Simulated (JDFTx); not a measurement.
# CaSe (Fm-3m) in JDFTx: further runs

Aim: see how the results for CaSe move with the level of theory and the settings. Levels: LDA, PBEsol. Tasks: single point.

All numbers are computed with JDFTx 1.7.0 (patched build); they aren't measurements. Logs are shortened: lines on timing, memory, paths and dates and some standing lists are left out, and cuts for length are marked. The log counts tension as positive stress, the text compression.

**The experiment to reproduce.**

From a printed reference work, monograph, original work of 1988, for a bulk crystal of CaSe at 2 K: band gap 3.85 eV (indirect).

The runs below are set against these values where they give the same quantity.

### 1 Starting point

Symmetry: Fm-3m, No. 225, cubic system. The conventional cell has a = 5.912 Å, b = 5.912 Å, c = 5.912 Å, α = 90.00°, β = 90.00°, γ = 90.00°. Se (site symmetry m-3m) is surrounded by 6 Ca at 2.96 Å. Ca (site symmetry m-3m) is surrounded by 6 Se at 2.96 Å.

### 2 Single point, LDA

Input file CaSe.in:

```
lattice Face-Centered Cubic 11.1720608488
coords-type Lattice
ion Se     0.5000000000     0.5000000000     0.5000000000 1
ion Ca     0.0000000000     0.0000000000     0.0000000000 1

ion-species pseudo/Se.upf
ion-species pseudo/Ca.upf
elec-cutoff 43 344
elec-ex-corr lda-PW
kpoint-folding 8 8 8
elec-smearing Fermi 0.0018374661
elec-n-bands 19
electronic-SCF nIterations 100 energyDiffThreshold 1e-09
electronic-minimize nIterations 30 energyDiffThreshold 1e-7
converge-empty-states yes
forces-output-coords Cartesian

dump-name run.$VAR
dump End Ecomponents EigStats BandEigs Kpoints Forces Stress ElecDensity Dtot KEdensity
```

Potentials or basis: PseudoDojo-SR-LDA-0.4.1-standard with smoothed tails.

Started as:

```console
$ jdftx -c 1 -i CaSe.in -o CaSe.out
```

Output:

```text
*************** JDFTx 1.7.0 (patched build) ***************

Input parsed successfully to the following command list (including defaults):
[... the input with its defaults ...]

---------- Setting up symmetries ----------

Found 48 point-group symmetries of the bravais lattice
Found 48 space-group symmetries with basis
Applied RMS atom displacement 0 bohrs to make symmetries exact.

---------- Initializing the Grid ----------
R =
[            0      5.58603      5.58603  ]
[      5.58603            0      5.58603  ]
[      5.58603      5.58603            0  ]
unit cell volume = 348.61
G =
[  -0.562402   0.562402   0.562402  ]
[   0.562402  -0.562402   0.562402  ]
[   0.562402   0.562402  -0.562402  ]
Minimum fftbox size, Smin = [  68  68  68  ]
Chosen fftbox size, S = [  70  70  70  ]

---------- Initializing tighter grid for wavefunction operations ----------
R =
[            0      5.58603      5.58603  ]
[      5.58603            0      5.58603  ]
[      5.58603      5.58603            0  ]
unit cell volume = 348.61
G =
[  -0.562402   0.562402   0.562402  ]
[   0.562402  -0.562402   0.562402  ]
[   0.562402   0.562402  -0.562402  ]
Minimum fftbox size, Smin = [  48  48  48  ]
Chosen fftbox size, S = [  48  48  48  ]

---------- Exchange Correlation functional ----------
Initalized Slater LDA exchange.
Initalized Perdew-Wang LDA correlation.

---------- Setting up pseudopotentials ----------
Width of ionic core gaussian charges (only for fluid interactions / plotting) set to 0

Reading pseudopotential file 'pseudo/Se.upf':
  'Se' pseudopotential, 'SLA  PW   NOGX NOGC' functional
  Generated using ONCVPSP code by D. R. Hamann
  16 valence electrons, 3 orbitals, 6 projectors, 1001 radial grid points, with lMax = 2
    3D    l: 2   occupation: 10.0   eigenvalue: -1.961952
    4S    l: 0   occupation:  2.0   eigenvalue: -0.642496
    4P    l: 1   occupation:  4.0   eigenvalue: -0.244581
  Core radius for overlap checks: 1.82 bohrs.

Reading pseudopotential file 'pseudo/Ca.upf':
  'Ca' pseudopotential, 'SLA  PW   NOGX NOGC' functional
  Generated using ONCVPSP code by D. R. Hamann
  10 valence electrons, 3 orbitals, 6 projectors, 1001 radial grid points, with lMax = 2
    3S    l: 0   occupation:  2.0   eigenvalue: -1.721060
    3P    l: 1   occupation:  6.0   eigenvalue: -1.028448
    4S    l: 0   occupation:  2.0   eigenvalue: -0.142010
  Core radius for overlap checks: 1.78 bohrs.

Initialized 2 species with 2 total atoms.

Folded 1 k-points by 8x8x8 to 512 k-points.

---------- Setting up k-points, bands, fillings ----------
Reduced to 29 k-points under symmetry.
Computing the number of bands and number of electrons
Calculating initial fillings.
nElectrons:  26.000000   nBands: 19   nStates: 29

----- Setting up reduced wavefunction bases (one per k-point) -----
average nbasis = 4696.670 , ideal nbasis = 4695.010

---------- Setting up ewald sum ----------
Optimum gaussian width for ewald sums = 2.537078 bohr.
Real space sum over 1331 unit cells with max indices [  5  5  5  ]
Reciprocal space sum over 2197 terms with max indices [  6  6  6  ]

---------- Allocating electronic variables ----------
Initializing wave functions:  linear combination of atomic orbitals
Note: number of bands (19) exceeds available atomic orbitals (14)
Se pseudo-atom occupations:   s ( 2 )  p ( 4 )  d ( 10 )
Ca pseudo-atom occupations:   s ( 2 2 )  p ( 6 )
	FillingsUpdate:  mu: +0.389402387  nElectrons: 26.000000
LCAOMinimize: Iter:   0  F: -148.6048843681084577  |grad|_K:  2.654e-03  alpha:  1.000e+00
	FillingsUpdate:  mu: +0.362351842  nElectrons: 26.000000
LCAOMinimize: Iter:   1  F: -148.6301208019233400  |grad|_K:  2.758e-05  alpha:  6.353e-01  linmin: -1.652e-01  cgtest:  7.066e-01
LCAOMinimize: Encountered beta<0, resetting CG.
[... 4 lines of inner loops ...]
LCAOMinimize: Encountered beta<0, resetting CG.
	FillingsUpdate:  mu: +0.362126533  nElectrons: 26.000000
LCAOMinimize: Iter:   4  F: -148.6301237514294940  |grad|_K:  1.428e-08  alpha:  8.087e-01  linmin: -1.235e-02  cgtest:  5.763e-02
LCAOMinimize: Converged (|Delta F|<1.000000e-06 for 2 iters).

-------- Electronic minimization -----------
Will mix electronic density at each iteration.
	FillingsUpdate:  mu: +0.362126533  nElectrons: 26.000000
	FillingsUpdate:  mu: +0.333349822  nElectrons: 26.000000
SCF: Cycle:  0   F: -148.684284511441632   dF: -5.416e-02   |Residual|: 1.179e-01   |deigs|: 1.496e-01
	FillingsUpdate:  mu: +0.309557310  nElectrons: 26.000000
SCF: Cycle:  1   F: -148.724991859735638   dF: -4.071e-02   |Residual|: 4.618e-02   |deigs|: 5.156e-02
	FillingsUpdate:  mu: +0.298362119  nElectrons: 26.000000
SCF: Cycle:  2   F: -148.733999040178901   dF: -9.007e-03   |Residual|: 1.511e-02   |deigs|: 2.585e-02
	FillingsUpdate:  mu: +0.297899231  nElectrons: 26.000000
SCF: Cycle:  3   F: -148.734705421719497   dF: -7.064e-04   |Residual|: 6.619e-03   |deigs|: 6.203e-03
	FillingsUpdate:  mu: +0.297189865  nElectrons: 26.000000
SCF: Cycle:  4   F: -148.734931684190940   dF: -2.263e-04   |Residual|: 2.600e-03   |deigs|: 4.463e-03
	FillingsUpdate:  mu: +0.297164007  nElectrons: 26.000000
SCF: Cycle:  5   F: -148.734977693754530   dF: -4.601e-05   |Residual|: 7.015e-04   |deigs|: 2.054e-03
	FillingsUpdate:  mu: +0.297205529  nElectrons: 26.000000
SCF: Cycle:  6   F: -148.734989507926230   dF: -1.181e-05   |Residual|: 8.052e-04   |deigs|: 1.282e-03
	FillingsUpdate:  mu: +0.297159742  nElectrons: 26.000000
SCF: Cycle:  7   F: -148.734994326472787   dF: -4.819e-06   |Residual|: 2.536e-04   |deigs|: 6.258e-04
[... 5 lines left out ...]
SCF: Cycle: 10   F: -148.734996960160430   dF: -2.578e-07   |Residual|: 2.930e-05   |deigs|: 7.576e-04
	FillingsUpdate:  mu: +0.297123803  nElectrons: 26.000000
SCF: Cycle: 11   F: -148.734997041007063   dF: -8.085e-08   |Residual|: 7.907e-06   |deigs|: 5.846e-04
	FillingsUpdate:  mu: +0.297119892  nElectrons: 26.000000
SCF: Cycle: 12   F: -148.734997065587464   dF: -2.458e-08   |Residual|: 2.986e-06   |deigs|: 6.296e-04
	FillingsUpdate:  mu: +0.297117493  nElectrons: 26.000000
SCF: Cycle: 13   F: -148.734997075710254   dF: -1.012e-08   |Residual|: 5.732e-06   |deigs|: 4.189e-04
	FillingsUpdate:  mu: +0.297116323  nElectrons: 26.000000
SCF: Cycle: 14   F: -148.734997079304890   dF: -3.595e-09   |Residual|: 2.943e-06   |deigs|: 2.130e-04
	FillingsUpdate:  mu: +0.297115775  nElectrons: 26.000000
SCF: Cycle: 15   F: -148.734997081009851   dF: -1.705e-09   |Residual|: 7.255e-07   |deigs|: 1.602e-04
	FillingsUpdate:  mu: +0.297115506  nElectrons: 26.000000
SCF: Cycle: 16   F: -148.734997081838429   dF: -8.286e-10   |Residual|: 4.138e-06   |deigs|: 9.903e-05
	FillingsUpdate:  mu: +0.297115379  nElectrons: 26.000000
SCF: Cycle: 17   F: -148.734997082310031   dF: -4.716e-10   |Residual|: 1.399e-06   |deigs|: 1.775e-04
SCF: Converged (|Delta E|<1.000000e-09 for 2 iters).

Setting wave functions to eigenvectors of Hamiltonian
Converging empty states (this may take a while):
EmptyStates: None of the convergence criteria satisfied.
|deigs|: 2.144e-03

# Stress tensor in Cartesian coordinates [Eh/a0^3]:
[  0.000107427            0            0  ]
[            0  0.000107427            0  ]
[            0            0  0.000107427  ]

# Ionic positions in lattice coordinates:
ion Se   0.500000000000000   0.500000000000000   0.500000000000000 1
ion Ca   0.000000000000000   0.000000000000000   0.000000000000000 1

# Forces in Cartesian coordinates:
force Se  -0.000000000000000   0.000000000000000   0.000000000000000 1
force Ca   0.000000000000000   0.000000000000000   0.000000000000000 1

# Energy components:
   Eewald =      -88.6553272643722607
       EH =       45.3530540971284069
     Eloc =     -129.3670840863705394
      Enl =      -47.7100443575897515
      Exc =      -31.1778965660130467
 Exc_core =       11.2746847631749336
       KE =       91.5476163317387659
-------------------------------------
     Etot =     -148.7349970823034937
       TS =        0.0000000000065254
-------------------------------------
        F =     -148.7349970823100307

IonicMinimize: Iter:   0  F: -148.734997082310031  |grad|_K:       -nan
IonicMinimize: None of the convergence criteria satisfied after 0 iterations.

#--- Lowdin population analysis ---
# oxidation-state Se -1.254
# oxidation-state Ca +1.538

Dumping 'run.eigStats' ...
	eMin: -1.431900 at state 20 ( [ +0.000000 +0.500000 +0.500000 ] spin 0 )
	HOMO: +0.262630 at state 0 ( [ +0.000000 +0.000000 +0.000000 ] spin 0 )
	mu  : +0.297115
	LUMO: +0.331563 at state 20 ( [ +0.000000 +0.500000 +0.500000 ] spin 0 )
	eMax: +0.574538 at state 28 ( [ +0.250000 +0.500000 -0.250000 ] spin 0 )
	HOMO-LUMO gap: +0.068933
	Optical gap  : +0.103567 at state 20 ( [ +0.000000 +0.500000 +0.500000 ] spin 0 )
WARNING: the last solve of the electrons (or of bands or displaced states from it) ended unconverged.
Done!
[note: the Lowdin charges miss the electrons that lie outside the files' atomic orbitals]
[note: mu as printed may lie anywhere between the filled and the empty levels]
```

Run time: 82 s. Hardware: 1 thread of Intel Xeon 6975P-C (Granite Rapids), shared host; peak memory 0.19 GiB.

What came out:

- Free energy: -4047.2855 eV
- Pressure: -3.2 GPa
- Band gap on the k mesh: 1.88 eV, indirect (least direct gap 2.82 eV)

Caveat: the empty levels aren't tightly converged.

### 3 Single point, PBEsol

Input file CaSe.in:

```
lattice \
    0.0000000000     5.5860304244     5.5860304244 \
    5.5860304244     0.0000000000     5.5860304244 \
    5.5860304244     5.5860304244     0.0000000000
coords-type Lattice
ion Se     0.5000000000     0.5000000000     0.5000000000 1
ion Ca     0.0000000000     0.0000000000     0.0000000000 1

ion-species pseudo/Se.upf
ion-species pseudo/Ca.upf
elec-cutoff 43 344
elec-ex-corr gga-PBEsol
kpoint-folding 8 8 8
elec-smearing Gauss 0.00036749322
elec-n-bands 19
electronic-SCF nIterations 100 energyDiffThreshold 1e-09
electronic-minimize nIterations 30 energyDiffThreshold 1e-7
converge-empty-states yes
forces-output-coords Cartesian

dump-name run.$VAR
dump End Ecomponents EigStats BandEigs Kpoints Forces Stress
```

Potentials or basis: PseudoDojo-SR-PBEsol-0.4.1-standard with smoothed tails.

Started as:

```console
$ jdftx -c 1 -i CaSe.in -o CaSe.out
```

Wall time 88 s (1 thread of Intel Xeon 6975P-C (Granite Rapids), shared host); peak memory 0.19 GiB.

Results (log left out):

- Free energy: -4038.5370 eV
- Pressure: -1.1 GPa
- Band gap on the k mesh: 1.94 eV, indirect (least direct gap 2.88 eV)

Levels at points of the mesh, in eV from the valence-band top:
```tsv
k point	band 9	band 10	band 11	band 12	band 13	band 14	band 15	band 16	band 17	band 18
(0.00, 0.00, 0.00)	-20.63	-11.83	0.00	0.00	0.00	3.19	3.66	3.66	3.66	4.26
(0.00, 0.00, 0.50)	-20.64	-11.13	-3.33	-1.21	-1.21	4.39	5.45	5.49	5.49	7.54
(0.00, 0.50, 0.50)	-20.67	-11.25	-2.56	-0.95	-0.95	1.94	4.96	5.04	6.02	6.04
```

Caveat: the empty levels aren't tightly converged.

### 4 How close it comes

Step 2. Measured gap of CaSe: 3.85 eV (indirect; 2 K; a printed reference work, monograph, original work of 1988). This calculation gives 1.88 eV (-1.97 eV). So large a miss can be the level of theory's own, or it may mean another phase, state or a wrong row. Spin-orbit coupling on Se is left out. The value is that of LDA on a finite k mesh, which can miss the band edges, without temperature or zero-point motion. Semilocal functionals fall short of measured gaps as a rule.

Step 3. A measured gap of CaSe is 3.85 eV (indirect; 2 K; a printed reference work, monograph, original work of 1988); the calculated 1.94 eV misses it by -1.91 eV. Spin-orbit coupling on Se is left out. The value is that of PBEsol on a finite k mesh, which can miss the band edges, without temperature or zero-point motion. Semilocal functionals fall short of measured gaps as a rule.
